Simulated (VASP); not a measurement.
Write the native input for VASP 6.6.1 that does the following.

| Property | Result |
| --- | --- |
| Task | single point |
| Functional | revPBE |
| Potentials or basis | VASP PAW PBE potentials, release 64 (Be) |
| Cutoff | 520 eV |
| k mesh | 19 × 19 × 19 |
| Occupations | fermi-dirac, width 0.1 eV |
| Spin | no spin polarisation |
| Dipole correction | no |
| Further INCAR settings | ALGO = Normal; EDIFF = 1e-06; NBANDS = 7 |

The structure of Be lies in POSCAR:

```
Be
1.0
    0.0000000000      1.6526871627      1.6526871627
    1.6526871627      0.0000000000      1.6526871627
    1.6526871627      1.6526871627      0.0000000000
Be
1
Direct
    0.0000000000      0.0000000000      0.0000000000
```

This isn't the form of Be at room conditions, which is hcp.

One way to write it, as run:

INCAR

```
PREC = Accurate ; ENCUT = 520
EDIFF = 1E-6 ; ISMEAR = -1
SIGMA = 0.1 ; LREAL = F
LASPH = T ; NELM = 80
ALGO = Normal ; ISIF = 2
LWAVE = F ; LCHARG = F
GGA = RE ; NBANDS = 7
```

KPOINTS

```
regular mesh
0
Gamma
  19 19 19
```

Potentials or basis: VASP PAW PBE potentials, release 64 (Be).

Command:

```console
$ cat potpaw_PBE.64/Be/POTCAR > POTCAR
$ mpirun -np 1 vasp_std > vasp.out
```

It gave:

```json
{
  "Pressure": "-10.7 GPa",
  "Band gap on the k mesh": "none (metal or under the smearing width)"
}
```

Caveat: the PAW data sets were made with another functional, which shifts forces and pressure a little.

Wall time 5.4 s on 1 thread of Intel(R) Xeon(R) Platinum 8559C (Emerald Rapids) (shared host), peak memory 0.12 GiB.
